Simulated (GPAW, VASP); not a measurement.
Given: the input of a run of GPAW 26.7.0 (ASE script) on GaAs. 

File run.py:

```python
from ase.dft.bandgap import bandgap
from ase.io import read, write
from ase.units import GPa
from gpaw import GPAW, PW

atoms = read('POSCAR')

calc = GPAW(mode=PW(600),
            xc='PBE',
            kpts={'size': (8, 8, 8), 'gamma': True},
            occupations={'name': 'methfessel-paxton', 'order': 0, 'width': 0.017},
            nbands=11,
            convergence={'density': 1e-05, 'energy': 1e-05},
            maxiter=150,
            txt='gpaw.txt')
atoms.calc = calc
energy = atoms.get_potential_energy()
forces = atoms.get_forces()
stress = atoms.get_stress()
calc.write('gs.gpw')
write('result.traj', atoms)
print(f'Energy: {energy:.6f} eV')
print('Forces (eV/A):')
print(forces.round(4))
print('Stress (GPa):', (stress / GPa).round(3))
print('Fermi level:', round(calc.get_fermi_level(), 4), 'eV')
print(f'Gap: {bandgap(calc)[0]:.4f} eV, direct: {bandgap(calc, direct=True)[0]:.4f} eV')
```

Contents of POSCAR:

```
GaAs
1.0
    0.0000000000      2.8268500000      2.8268500000
    2.8268500000      0.0000000000      2.8268500000
    2.8268500000      2.8268500000      0.0000000000
As Ga
1 1
Direct
    0.7500000000      0.7500000000      0.7500000000
    0.0000000000      0.0000000000      0.0000000000
```

Potentials or basis: GPAW PAW data sets (gpaw-data 1.2.1), pw.

The run is started by

```bash
$ OMP_NUM_THREADS=1 python run.py
```

Task: Translate it to VASP 6.6.1. Potentials or basis there: PBE PAW files As, Ga_d, 520 eV.

Result: As run (cutoffs and basis follow the program's own potentials, and thresholds, step limits or extra output files can differ):

Contents of INCAR:

```
PREC = Accurate
ENCUT = 520
EDIFF = 1E-7
ISMEAR = 0
SIGMA = 0.017
LREAL = F
LASPH = T
NELM = 60
ALGO = Normal
ISIF = 2
LWAVE = F
LCHARG = F
GGA = PE
```

Contents of KPOINTS:

```
Automatic mesh
0
Gamma
  8 8 8
```

Contents of POSCAR:

```
GaAs
1.0
    0.0000000000      2.8268500000      2.8268500000
    2.8268500000      0.0000000000      2.8268500000
    2.8268500000      2.8268500000      0.0000000000
As Ga
1 1
Direct
    0.7500000000      0.7500000000      0.7500000000
    0.0000000000      0.0000000000      0.0000000000
```

Potentials or basis: VASP PAW PBE potentials, release 64 (As, Ga_d).

Launch:

```bash
$ cat potpaw_PBE.64/As/POTCAR potpaw_PBE.64/Ga_d/POTCAR > POTCAR
$ mpirun -np 1 vasp_std > vasp.out
```

Both were run:

|  | GPAW | VASP |
| --- | --- | --- |
| Pressure | 4.3 GPa | 3.5 GPa |

The potentials hold 8 and 18 valence electrons a cell.

Pressure is positive in compression.
